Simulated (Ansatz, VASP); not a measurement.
# One calculation of Al, two programs

Contents of INCAR:

```
SYSTEM = Al
  ALGO = Normal
  EDIFF = 1E-6
  ENCUT = 520
  GGA = PE
  ISIF = 2
  ISMEAR = 0
  LASPH = .TRUE.
  LCHARG = .FALSE.
  LREAL = .FALSE.
  LWAVE = .FALSE.
  NBANDS = 8
  NELM = 80
  PREC = Accurate
  SIGMA = 0.15
```

The input KPOINTS:

```
k-points
0
G
  22 22 22
  0 0 0
```

The input POSCAR:

```
Al
1.0
   -1.6535299006      1.6535299006      1.4240199504
    1.6535299006     -1.6535299006      1.4240199504
    1.6535299006      1.6535299006     -1.4240199504
Al
1
Direct
    0.0000000000      0.0000000000      0.0000000000
```

Input for Ansatz:

```yaml
crystal:
  lattice:
    - [-1.6535299006, 1.6535299006, 1.4240199504]
    - [1.6535299006, -1.6535299006, 1.4240199504]
    - [1.6535299006, 1.6535299006, -1.4240199504]
  atoms:
    - { symbol: Al, position: [0.0, 0.0, 0.0] }
basis:
  ecutwfc: 420
kpoints:
  mp_grid: { grid: [22, 22, 22] }
hamiltonian:
  xc: pbe
scf:
  occupations: { method: gaussian, width: 0.15 }
output:
  forces: true
  stress: true
  eigenvalues: true
```

Alike in both runs: task single point; functional PBE; k mesh 22 × 22 × 22; occupations gaussian, width 0.15 eV; no spin polarisation.

|  | VASP | Ansatz |
| --- | --- | --- |
| version | VASP 6.6.1 | Ansatz 0.2.0 |
| potentials or method | VASP PAW PBE potentials, release 64 (Al) | scalar-relativistic, plane waves, PAW |
| plane-wave cutoff (eV) | 520 | 420 |
| valence electrons in the cell | 3 | 3 |

```csv
,VASP,Ansatz,Ansatz less VASP
gap on the k mesh at the Fermi level (eV),none,none,-
pressure (GPa),7.1,7.1,+0.02
largest component of the traceless stress (GPa),1.00,0.98,-0.021
```

A gap of «none» marks a metal or a gap that the smearing closes.
